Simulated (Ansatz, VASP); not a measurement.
# SnTe: VASP beside Ansatz

```
Sn Te
1.0
     0.00000    3.10915    3.15650
     3.15650    0.00000    3.15650
     3.15650    3.10915    0.00000
Sn Te
1 1
Direct
  0.00000 0.00000 0.00000
  0.50000 0.50000 0.50000
```

Change from the starting cell: strain -0.0150 x Voigt [0, 1, 0, 0, 0, 0], atoms carried along.

Alike in both runs: task single point; functional LDA; k mesh 10 × 10 × 10; occupations gaussian, width 0.03 eV; no spin polarisation.

|  | VASP | Ansatz |
| --- | --- | --- |
| version | VASP 6.6.1 | Ansatz 0.2.0 |
| potentials or method | VASP PAW LDA potentials, release 64 (Sn_d, Te) | scalar-relativistic, plane waves, PAW |
| plane-wave cutoff (eV) | 520 | 420 |
| valence electrons in the cell | 20 | 30 |

|  | VASP | Ansatz | Ansatz less VASP |
| --- | --- | --- | --- |
| gap on the k mesh at the Fermi level (eV) | 0.16 | 0.15 | -0.013 |
| least direct gap on the mesh (eV) | 0.16 | 0.15 | -0.013 |
| pressure (GPa) | -1.0 | -1.0 | -0.03 |
| largest component of the traceless stress (GPa) | 1.35 | 1.34 | -0.011 |

The two sets of potentials don't hold the same shells in valence.

Caveats: spin-orbit coupling is left out, which moves the levels of the heavy elements.
